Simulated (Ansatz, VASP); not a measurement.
## Two plane-wave programs on Pd

```
Pd
1.0
     0.00000    1.94650    1.94650
     1.94650    0.00000    1.94650
     1.94650    1.94650    0.00000
Pd
1
Direct
  0.00000 0.00000 0.00000
```

Alike in both runs: task single point; functional LDA; k mesh 12 × 12 × 12; occupations gaussian, width 0.1 eV; no spin polarisation.

|  | VASP | Ansatz |
| --- | --- | --- |
| version | VASP 6.6.1 | Ansatz 0.2.0 |
| potentials or method | VASP PAW LDA potentials, release 64 (Pd) | Ansatz PAW |
| plane-wave cutoff (eV) | 520 | 420 |
| valence electrons in the cell | 10 | 18 |

```tsv
	VASP	Ansatz	Ansatz less VASP
gap on the k mesh at the Fermi level (eV)	none	none	-
pressure (GPa)	-8.5	-8.7	-0.26
```

A gap of «none» marks a metal or a gap that the smearing closes. The two sets of potentials don't hold the same shells in valence.

Caveats: the PAW data sets come from PBE, with cores solved anew for the run's functional, which leaves a small shift of forces and pressure (Ansatz).
